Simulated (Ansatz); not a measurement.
## Uniaxial strain in Ge

Cell: a structure deposited in the COD, ions relaxed with PBE at fixed cell.

```yaml
crystal:
  lattice:
    - [5.93000, 0.00000, 0.00000]
    - [0.00000, 5.93000, 0.00000]
    - [0.00000, 0.00000, 6.98000]
  atoms:
    - { symbol: Ge, position: [0.08990, 0.08990, 0.00000] }
    - { symbol: Ge, position: [0.41010, 0.58990, 0.75000] }
    - { symbol: Ge, position: [0.91010, 0.91010, 0.50000] }
    - { symbol: Ge, position: [0.58990, 0.41010, 0.25000] }
    - { symbol: Ge, position: [0.17234, 0.36912, 0.25950] }
    - { symbol: Ge, position: [0.13088, 0.67234, 0.00950] }
    - { symbol: Ge, position: [0.82766, 0.63088, 0.75950] }
    - { symbol: Ge, position: [0.86912, 0.32766, 0.50950] }
    - { symbol: Ge, position: [0.67234, 0.13088, 0.99050] }
    - { symbol: Ge, position: [0.63088, 0.82766, 0.24050] }
    - { symbol: Ge, position: [0.32766, 0.86912, 0.49050] }
    - { symbol: Ge, position: [0.36912, 0.17234, 0.74050] }
```

Atoms are numbered from 1 in the order listed; like atoms form one site, named after its first atom.

The numbers come from a DFT calculation in Ansatz (PBE, plane waves and PAW, scalar-relativistic, 420 eV cutoff, Γ-centred 8×8×7 k-points, Fermi–Dirac smearing 0.02 eV).

The cell is stretched along z (the third Cartesian axis of the run's cell), x and y held, and the ions relax again each time. Tension counts as positive.

| strain along z (%) | stress along z (GPa) | stress along x (GPa) | gap on the k-mesh (eV) |
| --- | --- | --- | --- |
| -3 | -5.6 | -4.4 | 0.41 |
| -2 | -4.5 | -3.9 | 0.48 |
| -1 | ? | ? | ? |
| 0 | -2.6 | -3.2 | 0.56 |
| +1 | -1.7 | -2.8 | 0.54 |
| +2 | -0.8 | -2.5 | 0.51 |
| +3 | 0.0 | -2.2 | 0.47 |

Problem. Estimate the row at -1 % from the others.

Solution. stress along z (GPa): -3.6; stress along x (GPa): -3.5; gap on the k-mesh (eV): 0.53. Worked: parabolas through the other 6 rows give -3.5 and -3.5 GPa at -1 %. Their slopes at zero strain are 93 GPa (the stiffness along z) and 35 GPa (the coupling of z to x). They hold at this cell, where the calculated pressure is 3.0 GPa. The gap doesn't change in one direction over the range: it is largest at 0 % (0.56 eV) and smallest at -3 % (0.41 eV), so no single slope describes it.

PBE gaps are too small, by a third to a half in many semiconductors; their changes with strain are better.

All values belong to this cell and structure model.
